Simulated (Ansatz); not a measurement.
# MnO2 (Pmmn) in Ansatz: notebook, part 2 of 2

Ansatz 0.2.0.

## Step 3: Single point, PBEsol, collinear spin, ferromagnetic start

Contents of input.yaml:

```yaml
crystal:
  lattice:
    - [2.904158, 0.0, 0.0]
    - [0.0, 3.84481, 0.0]
    - [0.0, 0.0, 6.164264]
  atoms:
    - { symbol: Mn, position: [0.5, 0.5, 0.3433015], spin: 4.0 }
    - { symbol: Mn, position: [0.0, 0.0, 0.6566985], spin: 4.0 }
    - { symbol: O, position: [0.5, 0.0, 0.8375675] }
    - { symbol: O, position: [0.0, 0.5, 0.1624325] }
    - { symbol: O, position: [0.5, 0.0, 0.4217995] }
    - { symbol: O, position: [0.0, 0.5, 0.5782005] }
hamiltonian:
  xc: pbesol
  pseudopotentials: { kind: paw }
magnetization:
  spin_polarized: true
kpoints:
  mp_grid: { grid: [9, 7, 5] }
scf:
  occupations: { method: fermi_dirac, width: 0.05 }
output:
  forces: true
  stress: true
  eigenvalues: true
```

Potentials or basis: Ansatz PAW.

The run is started by

```bash
$ ansatz run input.yaml --threads 2 --pin off --max-ram 5632MiB --backend cpu --events-out ev --progress --plain --runs-dir out
```

The log of the run:

```text
Warning: RAYON_NUM_THREADS=2 ignored (pool sized by the plan → 2); use --threads N
Engine: ansatz 0.2.0, aarch64-unknown-linux-gnu
Pseudopotentials: kind: paw
Pseudopotential: Mn, paw, valence charge 15, recommended cutoff 420 eV (normal), Mn.paw.azcp
Pseudopotential: O, paw, valence charge 6, recommended cutoff 420 eV (normal), O.paw.azcp
Functional definition: PBEsol
  exchange = pbesol_x
  correlation = pbesol_c
Crystal: 6 atoms, lattice volume = 68.830 Å³
Basis set: ecut = 420 eV, 1337 PW (Γ), exchange–correlation on 40×54×90 points (8 copies of the dense FFT grid, shifted against one another)
Bands: 38, of which v1, the nominal top of the filled ones, is band 27 counted from 1 (26 counted from 0)
Symmetry: 8 space group operations
Space group: Pmmn (ITA 59), of the structure as read, at distance tolerance 4.1e-5 Å
Magnetic group: BNS 59.405 (UNI 503), of the structure as read, at distance tolerance 4.1e-5 Å
k-points: 60 of 315
Non-local potential: Mn, projectors of the file, l = 0: 3, l = 1: 2, l = 2: 3, l = 3: 1
Non-local potential: O, projectors of the file, l = 0: 2, l = 1: 2, l = 2: 1
PAW form: soft (Blöchl's): semilocal exchange-correlation on the pseudo side does not see the compensation charge
PAW frozen core: Mn, regenerated for the run's functional, and the local potential with it (the file was generated under x = pbe(κ = 0.804, μ = 0.2195149727645171), c = pbe(β = 0.06672455060314922))
PAW frozen core: O, regenerated for the run's functional, and the local potential with it (the file was generated under x = pbe(κ = 0.804, μ = 0.2195149727645171), c = pbe(β = 0.06672455060314922))
PAW one-centre angular grid: Mn, 590 points (default); XC on 64 Gauss nodes
PAW one-centre angular grid: O, 110 points (default); XC on 64 Gauss nodes
Initial density: superposition of atomic densities (chi_scale 0.1, normalization cell, long waves kept (reshape's long-wave potential 0.46 eV rms))
Starting moments: Σ|m| = 8 μB on 2 of 6 sites
Initial wavefunctions: pseudopotential atomic-orbital guess
Functional: x = pbesol(κ = 0.804, μ = 0.12345679012345678), c = pbesol(β = 0.046)
SCF iter   1: F=—  HF=-9979.653739 eV  |F-HF|=—  |Δ(HF+E_count)|=         —  Δρ=9.53e-2 (↑5.90e-2 ↓9.53e-2)  dr2=1.75e1  dr2_m=1.01e0  M=5.891 μB ∫|m|=6.322 μB  β_m=0.30  ethr=3.10e-3  ⟨swp⟩=6.3  Hψ=18013  notcnv=0
Mixer restart at iter 1: flushing history
preconditioner: auto → Kerker (q_TF=auto, 2.620 Å⁻¹)  [metal: Δε(μ)=0.015 eV  Ē_g=11.694 eV  σ=0.050 eV  W_gap=0.08  n_scr=20 (ndim 8)  ℏωp=27.6 eV  f_vac=0.088  D(μ)=3.12/eV (n_scr^D=24)]
spin=Collinear: Kerker preconditioning applied to the charge; magnetization (m = ρ↑ − ρ↓) channel mixes plain (no charge-response kernel on spin).
[... 26 lines left out ...]
Fermi energy:    7.451745 eV
--- Per-component energies (eV) ---
  E_band       = -757.640510
  E_kinetic    = 1288.253733
  E_local      = -7310.964465  (includes V_loc(G=0)·N_el)
  E_nonlocal   = 672.644336
  E_hartree    = 2984.888810
  E_xc         = -512.251744
  E_vxc        = -657.575292  (∫ρ·V_xc dr)
  E_paw        = -3139.798971  (= ΣΔE_a)
  E_vpaw       = -719.801638  (= ΣTr[D̂ρ^β])
  E_aug_tail   = 0.009544  (compensation charges beyond the density's cutoff)
  E_ewald      = -3963.117022
  E_core_change = 0.480452  (= ΣΔE_core)
  E_smearing   = -0.006606  (= −TS)
  E_closure    = 0.000000  (closes the sum)
  Σ components = -9979.861933   (vs F -9979.861933, Δ=0.00e0)
--- Forces (eV/Å), atoms counted from 1 ---
  atom   1  Mn     0.00000000    -0.00000000    -0.33663005
  atom   2  Mn    -0.00000000     0.00000000     0.33663005
  atom   3  O      0.00000000    -0.00000000    -1.17940169
  atom   4  O     -0.00000000     0.00000000     1.17940169
  atom   5  O     -0.00000000     0.00000000     0.23520543
  atom   6  O      0.00000000    -0.00000000    -0.23520543
  max |Σ_I F_I| component: 2.78e-17 eV/Å
--- Stress (GPa, compression-positive) ---
      -18.757101      -0.000000       0.000000
       -0.000000     -10.888892      -0.000000
        0.000000      -0.000000     -10.637951
  P = ⅓ Tr σ = -13.4280 GPa (-134.280 kbar)
--- Band table (eV; the first three rows and the last of 120) ---
  k-point 0 ↑: bands = ["-74.1221", "-74.1159", "-42.9663", "-42.9411", "-42.9377", "-42.9090", "-42.9025", "-42.8894", "-12.4077", "-10.6534", "-10.1540", "-10.1184", "0.3577", "1.2109", "1.3303", "1.6742", "2.2062", "3.4891", "3.8454", "3.9022", "4.1456", "4.5025", "4.6059", "4.7636", "5.1316", "5.6712", "6.0722", "6.5314", "7.3179", "7.5995", "8.0142", "8.1015", "9.6140", "9.9525", "13.4572", "16.9862", "17.8324", "19.3773"]
  k-point 1 ↑: bands = ["-74.1221", "-74.1159", "-42.9663", "-42.9411", "-42.9377", "-42.9091", "-42.9025", "-42.8894", "-12.3991", "-10.6555", "-10.2876", "-9.9929", "0.3576", "1.1632", "1.4460", "1.6844", "2.1844", "3.5000", "3.7296", "4.0479", "4.1711", "4.4814", "4.4823", "4.7639", "5.1313", "5.6608", "6.0630", "6.5567", "7.2367", "7.6729", "7.8762", "8.1896", "9.5655", "9.9938", "13.7604", "16.4551", "18.2018", "19.4596"]
  k-point 2 ↑: bands = ["-74.1221", "-74.1159", "-42.9663", "-42.9411", "-42.9377", "-42.9091", "-42.9025", "-42.8894", "-12.3848", "-10.6605", "-10.3826", "-9.9096", "0.3574", "1.1493", "1.5694", "1.7025", "2.1480", "3.5587", "3.6517", "4.1935", "4.2133", "4.2420", "4.4294", "4.7643", "5.1309", "5.6442", "6.0605", "6.5755", "7.1437", "7.7529", "7.7598", "8.2399", "9.5025", "10.0454", "14.5255", "15.5221", "18.7679", "19.3842"]
  k-point 59 ↓: bands = ["-70.9718", "-70.9715", "-40.1084", "-40.1077", "-39.7897", "-39.7884", "-39.7709", "-39.7698", "-10.8772", "-10.8073", "-9.7019", "-9.6905", "0.5595", "0.6576", "2.5852", "2.7001", "2.8756", "3.1673", "3.3922", "3.7472", "4.8445", "4.8552", "5.5439", "5.5684", "8.1588", "8.1735", "8.6734", "8.6856", "9.4465", "9.4799", "10.2022", "10.2545", "10.7050", "10.7841", "18.7938", "19.0276", "19.9338", "20.6510"]
```

Run time: 14 s. Hardware: 2 threads of Arm Neoverse V2, shared host; peak memory 0.51 GiB.

Results:

```
Free energy            : -9979.8619 eV
Pressure               : -13.4 GPa
Largest force          : 1.179 eV/Å
Band gap on the k mesh : none (metal or under the smearing width)
Net moment             : 6.00 μB per cell
Absolute moment        : 6.27 μB per cell
Site moments           : Mn +2.41; O +0.12, -0.00 μB
```

Forces on the atoms (eV/Å):
```
Mn   0.000  0.000 -0.337
Mn   0.000  0.000  0.337
O    0.000  0.000 -1.179
O    0.000  0.000  1.179
O    0.000  0.000  0.235
O    0.000  0.000 -0.235
```

Caveat: the pressure holds a Pulay correction of +0.8 GPa for the finite cutoff; semilocal functionals often make such compounds metallic where correlation or magnetic order opens a gap, which also shifts bond lengths; only a ferromagnetic start was run, and an antiferromagnetic order may lie lower in energy; the PAW data sets come from PBE, with cores solved anew for the run's functional, which leaves a small shift of forces and pressure; forces of over 1 eV/Å show positions far from the minimum, so gaps and moduli don't describe the material at rest. With open d or f shells a metallic result of PBEsol can be an artefact of self-interaction; +U or a hybrid may open a gap.

## Step 4: Single point, PBEsol, collinear spin, antiferromagnetic start

input.yaml, as its differences from that of step 3:

```diff
@@ -7,3 +7,3 @@
     - { symbol: Mn, position: [0.5, 0.5, 0.3433015], spin: 4.0 }
-    - { symbol: Mn, position: [0.0, 0.0, 0.6566985], spin: 4.0 }
+    - { symbol: Mn, position: [0.0, 0.0, 0.6566985], spin: -4.0 }
     - { symbol: O, position: [0.5, 0.0, 0.8375675] }
```

The run is started by

```bash
$ ansatz run input.yaml --threads 2 --pin off --max-ram 5632MiB --backend cpu --events-out ev --progress --plain --runs-dir out
```

It took 25 s on 2 threads of Arm Neoverse V2, shared host; peak memory 0.49 GiB.

The run converged. Its results:

```
Free energy            : -9979.8291 eV
Pressure               : -13.9 GPa
Largest force          : 1.190 eV/Å
Band gap on the k mesh : 0.09 eV, indirect (least direct gap 0.29 eV)
Net moment             : 0.00 μB per cell
Absolute moment        : 6.17 μB per cell
Site moments           : Mn +2.35, -2.35; O -0.13, +0.13, +0.00, -0.00 μB
```

Forces in eV/Å, atoms in the order of the input:
```
Mn   0.000  0.000 -0.315
Mn   0.000  0.000  0.315
O    0.000  0.000 -1.190
O    0.000  0.000  1.190
O    0.000  0.000  0.179
O    0.000  0.000 -0.179
```

Stress tensor (GPa, compression positive):
```
-18.78   0.00   0.00
  0.00 -12.22   0.00
  0.00   0.00 -10.74
```

Levels at points of the mesh, in eV from the valence-band top:
Spin up:
| k point | band 25 | band 26 | band 27 | band 28 | band 29 | band 30 |
| --- | --- | --- | --- | --- | --- | --- |
| (0.00, 0.00, 0.00) | -1.73 | -1.09 | 0.00 | 0.62 | 0.70 | 1.20 |
Spin down:
```
           k point  band 25  band 26  band 27  band 28  band 29  band 30
(0.00, 0.00, 0.00)    -1.73    -1.09     0.00     0.62     0.70     1.20
```

Caveat: the magnetic or orbital state may not be the lowest; odd divisions of the mesh miss points on the zone boundary, where band edges often lie, so the gap on the mesh can be too wide; the pressure holds a Pulay correction of +0.8 GPa for the finite cutoff; the PAW data sets come from PBE, with cores solved anew for the run's functional, which leaves a small shift of forces and pressure; forces of over 1 eV/Å show positions far from the minimum, so gaps and moduli don't describe the material at rest. A k mesh can miss the band edges.

## Step 5: Single point, PBEsol, collinear spin, ferrimagnetic start

input.yaml, as its differences from that of step 4:

```diff
@@ -7,3 +7,3 @@
     - { symbol: Mn, position: [0.5, 0.5, 0.3433015], spin: 4.0 }
-    - { symbol: Mn, position: [0.0, 0.0, 0.6566985], spin: -4.0 }
+    - { symbol: Mn, position: [0.0, 0.0, 0.6566985], spin: -2.0 }
     - { symbol: O, position: [0.5, 0.0, 0.8375675] }
```

The run is started by

```bash
$ ansatz run input.yaml --threads 2 --pin off --max-ram 5632MiB --backend cpu --events-out ev --progress --plain --runs-dir out
```

Run time: 25 s. Hardware: 2 threads of Arm Neoverse V2, shared host; peak memory 0.48 GiB.

It converged, with:

```
Free energy            : -9979.8291 eV
Pressure               : -13.9 GPa
Largest force          : 1.190 eV/Å
Band gap on the k mesh : 0.09 eV, indirect (least direct gap 0.29 eV)
Net moment             : 0.00 μB per cell
Absolute moment        : 6.17 μB per cell
Site moments           : Mn +2.35, -2.35; O -0.13, +0.13, +0.00, -0.00 μB
```

Forces in eV/Å, atoms in the order of the input:
```
Mn   0.000  0.000 -0.315
Mn   0.000  0.000  0.315
O    0.000  0.000 -1.190
O    0.000  0.000  1.190
O    0.000  0.000  0.179
O    0.000  0.000 -0.179
```

Stress tensor (GPa, compression positive):
```
-18.78   0.00   0.00
  0.00 -12.22   0.00
  0.00   0.00 -10.74
```

Levels at points of the mesh, in eV from the valence-band top:
Spin up:
```
           k point  band 24  band 25  band 26  band 27  band 28  band 29  band 30  band 31
(0.00, 0.00, 0.00)    -2.27    -1.73    -1.09     0.00     0.62     0.70     1.20     2.26
```
Spin down:
| k point | band 24 | band 25 | band 26 | band 27 | band 28 | band 29 | band 30 | band 31 |
| --- | --- | --- | --- | --- | --- | --- | --- | --- |
| (0.00, 0.00, 0.00) | -2.27 | -1.73 | -1.09 | 0.00 | 0.62 | 0.70 | 1.20 | 2.26 |

Caveat: the magnetic or orbital state may not be the lowest; odd divisions of the mesh miss points on the zone boundary, where band edges often lie, so the gap on the mesh can be too wide; the pressure holds a Pulay correction of +0.8 GPa for the finite cutoff; the PAW data sets come from PBE, with cores solved anew for the run's functional, which leaves a small shift of forces and pressure; forces of over 1 eV/Å show positions far from the minimum, so gaps and moduli don't describe the material at rest. A k mesh can miss the band edges.

## Step 6: Single point, PBEsol, collinear spin, random start

input.yaml, as its differences from that of step 5:

```diff
@@ -6,4 +6,4 @@
   atoms:
-    - { symbol: Mn, position: [0.5, 0.5, 0.3433015], spin: 4.0 }
-    - { symbol: Mn, position: [0.0, 0.0, 0.6566985], spin: -2.0 }
+    - { symbol: Mn, position: [0.5, 0.5, 0.3433015], spin: -2.09 }
+    - { symbol: Mn, position: [0.0, 0.0, 0.6566985], spin: 4.04 }
     - { symbol: O, position: [0.5, 0.0, 0.8375675] }
```

Potentials or basis: Ansatz PAW.

The run is started by

```bash
$ ansatz run input.yaml --threads 2 --pin off --max-ram 5632MiB --backend cpu --events-out ev --progress --plain --runs-dir out
```

Run time: 26 s. Hardware: 2 threads of Arm Neoverse V2, shared host; peak memory 0.49 GiB.

The run converged. Its results:

```
Free energy            : -9979.8291 eV
Pressure               : -13.9 GPa
Largest force          : 1.190 eV/Å
Band gap on the k mesh : 0.09 eV, indirect (least direct gap 0.29 eV)
Net moment             : 0.00 μB per cell
Absolute moment        : 6.17 μB per cell
Site moments           : Mn -2.35, +2.35; O +0.13, -0.13, -0.00, +0.00 μB
```

Forces in eV/Å, atoms in the order of the input:
```
Mn   0.000  0.000 -0.315
Mn   0.000  0.000  0.315
O    0.000  0.000 -1.190
O    0.000  0.000  1.190
O    0.000  0.000  0.179
O    0.000  0.000 -0.179
```

Stress tensor (GPa, compression positive):
```
-18.78   0.00   0.00
  0.00 -12.22   0.00
  0.00   0.00 -10.74
```

Levels at points of the mesh, in eV from the valence-band top:
Spin up:
```csv
k point,band 25,band 26,band 27,band 28,band 29,band 30
"(0.00, 0.00, 0.00)",-1.73,-1.09,0.00,0.62,0.70,1.20
```
Spin down:
```
           k point  band 23  band 24  band 25  band 26  band 27  band 28  band 29  band 30  band 31  band 32
(0.00, 0.00, 0.00)    -2.45    -2.27    -1.73    -1.09     0.00     0.62     0.70     1.20     2.26     2.30
```

Caveat: the magnetic or orbital state may not be the lowest; odd divisions of the mesh miss points on the zone boundary, where band edges often lie, so the gap on the mesh can be too wide; the pressure holds a Pulay correction of +0.8 GPa for the finite cutoff; the PAW data sets come from PBE, with cores solved anew for the run's functional, which leaves a small shift of forces and pressure; forces of over 1 eV/Å show positions far from the minimum, so gaps and moduli don't describe the material at rest.
